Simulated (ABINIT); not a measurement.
## Al2Pt: equation of state with r2SCAN

Crystal: Al2Pt.

```xyz
3
Lattice="0.0000 2.9550 2.9550 2.9550 0.0000 2.9550 2.9550 2.9550 0.0000" Properties=species:S:1:pos:R:3 pbc="T T T"
Pt    0.0000    0.0000    0.0000
Al    4.4325    4.4325    4.4325
Al    1.4775    1.4775    1.4775
```

```yaml
Program: ABINIT 10.8.3 (patched build)
Task: equation of state
Functional: r2SCAN
Potentials_or_basis: JTH PAW PBE v2.0
Cutoff: 517 eV
k_mesh: 8 × 8 × 8
Occupations: fermi-dirac, width 0.05 eV
Spin: no spin polarisation
Fine-grid_cutoff: 1034.03 eV
```

```yaml
Equilibrium_volume: 17.18 Å³/atom
Bulk_modulus: 139 GPa
Pressure_derivative_of_the_bulk_modulus: 4.4
```

Energy against volume, from the lowest point:
| volume (Å³/atom) | energy (meV/atom) |
| --- | --- |
| 16.170 | 28.49 |
| 16.514 | 11.86 |
| 16.858 | 2.62 |
| 17.202 | 0.00 |
| 17.546 | 3.31 |
| 17.890 | 11.95 |
| 18.234 | 25.39 |

Run time: 12 min on 1 thread of Arm Neoverse V2, on a shared host, peak memory 0.2 GiB.

Caveat: pressures at fixed basis lie under the slope of the energies; the PAW data sets were made with another functional, which shifts forces and pressure a little. The run has no spin-orbit coupling, so splittings on Pt are missing.
